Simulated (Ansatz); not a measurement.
Crystal: Bi2TeSe2 (Skippenite).

```
CELL_PARAMETERS angstrom
2.09150 1.20753 9.71233
-2.09150 1.20753 9.71233
0.00000 -2.41506 9.71233
ATOMIC_POSITIONS crystal
Bi 0.60194 0.60194 0.60194
Bi 0.39806 0.39806 0.39806
Te 0.00000 0.00000 0.00000
Se 0.78840 0.78840 0.78840
Se 0.21160 0.21160 0.21160
```

Base run:

| Property | Result |
| --- | --- |
| Program | Ansatz 0.2.0 |
| Functional | BLYP |
| Potentials or basis | Ansatz PAW |
| Cutoff | 420 eV |
| Density cutoff | 1680 eV |
| k mesh | 7 × 7 × 7 |
| Occupations | fermi-dirac, width 0.05 eV |
| Spin | no spin polarisation |

Its results: band gap on the k mesh 0.54 eV, direct; pressure 8.6 GPa; largest force 1.957 eV/Å.

Task: The run is repeated on the same cell with these changes: functional from BLYP to PBEsol. What comes out?

Result: Band gap on the k mesh 0.43 eV, direct; pressure 1.9 GPa; largest force 1.791 eV/Å.

PBEsol binds more tightly than BLYP, so the same cell stands under less pressure.

Caveats: spin-orbit coupling is left out, which as a rule narrows the gap of such compounds by several tenths of an eV; the PAW data sets come from PBE, with cores solved anew for the run's functional, which leaves a small shift of forces and pressure; the potentials were made for another functional, which shifts forces and pressure (some runs); forces of over 1 eV/Å show positions far from the minimum, so gaps and moduli don't describe the material at rest (some runs).

Not every run made on this cell is shown here.
